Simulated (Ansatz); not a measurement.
# CuO (Tenorite) in Ansatz: the effect of functional

The system is CuO (Tenorite).

```
Cu O
1.0
     2.32891   -1.70190    0.00000
     2.32891    1.70190    0.00000
    -0.85478    0.00000    5.02548
Cu O
2 2
Direct
  0.49680 0.00320 0.50000
  0.00320 0.49680 0.00000
  0.40560 0.57140 0.75370
  0.57140 0.40560 0.25370
```

The cell isn't the ideal one: volume scaled by 0.98.

Alike in all runs:

| Quantity | Value |
| --- | --- |
| Program | Ansatz 0.2.0 |
| Task | single point |
| Potentials or basis | Ansatz PAW |
| k mesh | 10 × 10 × 5 |
| Occupations | fermi-dirac, width 0.05 eV |
| Spin | no spin polarisation |

One run gave: pressure -6.1 GPa; largest force 0.79 eV/Å. Which functional did it use?
A. LDA
B. PBEsol
C. r2SCAN

A.

```csv
functional,cutoff,pressure (GPa),largest force (eV/Å)
LDA,420 eV (not typed: the program's choice for these potentials),-6.1,0.79
PBEsol,420 eV (not typed: the program's choice for these potentials),0.9,0.78
r2SCAN,500 eV (not typed: the program's choice for these potentials),2.5,0.80
```

Caveats: the run has no spin polarisation, though such a crystal can be magnetic; the PAW data sets come from PBE, with cores solved anew for the run's functional, which leaves a small shift of forces and pressure.
